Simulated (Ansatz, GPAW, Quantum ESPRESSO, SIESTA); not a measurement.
## One calculation of CdF2, 4 ways

```xyz
3
Lattice="0.0000 2.6940 2.6940 2.6940 0.0000 2.6940 2.6940 2.6940 0.0000" Properties=species:S:1:pos:R:3 pbc="T T T"
Cd    0.0000    0.0000    0.0000
F     4.0410    4.0410    4.0410
F     1.3470    1.3470    1.3470
```

Alike in all runs: task equation of state; functional LDA; k mesh 9 × 9 × 9; occupations fermi-dirac, width 0.05 eV; no spin polarisation; no spin-orbit coupling. LDA stands for any of its common fits.

```csv
program and potentials,plane-wave cutoff (eV),notes,equilibrium volume (Å³/atom),bulk modulus (GPa)
"GPAW, the program's PAW data sets (release 1.2.1) made for this functional",800,-,12.38,130.4
"SIESTA, files PseudoDojo sr-lda-0.4.1-standard, DZP (energy shift 0.003 Ry; two zetas on semicore shells)",-,atomic basis,12.46,135.0
"Quantum ESPRESSO, GBRV 1.5 LDA",612,-,12.47,126.3
"Ansatz, all-electron LAPW, scalar-relativistic",-,-,12.39,127.1
```

The equilibrium volume spans 12.38 (GPAW, the program's PAW data sets (release 1.2.1) made for this functional) to 12.47 Å³/atom (Quantum ESPRESSO, GBRV 1.5 LDA), with all-electron results at 12.39. The bulk modulus spans 126.3 (Quantum ESPRESSO, GBRV 1.5 LDA) to 135.0 GPa (SIESTA, files PseudoDojo sr-lda-0.4.1-standard, DZP (energy shift 0.003 Ry; two zetas on semicore shells)), with all-electron results at 127.1. Rows in atomic bases carry the error of their basis and grid, which can be large.

Differences between rows come from potentials, basis sets and numerical settings, since the functional is the same but for its coding. Runs on potential files found faulty are left out.
